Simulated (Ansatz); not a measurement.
Crystal: Sb.

```
Sb
1.0
     0.00000    2.37124    2.37124
     2.37124    0.00000    2.37124
     2.37124    2.37124    0.00000
Sb
1
Direct
  0.00000 0.00000 0.00000
```

This isn't the form of Sb at room conditions, which is rhombohedral.

Base run:

* Program: Ansatz 0.2.0
* Functional: LDA
* Potentials or basis: Ansatz PAW
* Cutoff: 420 eV (not typed: the program's choice for these potentials)
* k mesh: 10 × 10 × 10
* Occupations: fermi-dirac, width 0.05 eV
* Spin: no spin polarisation

Its results: band gap on the k mesh none (metal or under the smearing width); pressure -2.3 GPa.

After a change of settings the same cell gave: band gap on the k mesh none (metal or under the smearing width); pressure -1.2 GPa. Which change was it?
A. functional from LDA to PBE
B. functional from LDA to PBE; occupations from fermi-dirac, width 0.05 eV to gaussian, width 0.011 eV
C. functional from LDA to PBEsol
D. k mesh from 10 × 10 × 10 to 7 × 7 × 7; spin from no spin polarisation to spin-orbit coupling, no magnetisation; potential files from those of the base run to others of the same set

C.

PBEsol binds less tightly than LDA, so the same cell stands under more pressure.

Caveats: spin-orbit coupling is left out, which moves the levels of the heavy elements; the PAW data sets come from PBE, with cores solved anew for the run's functional, which leaves a small shift of forces and pressure.
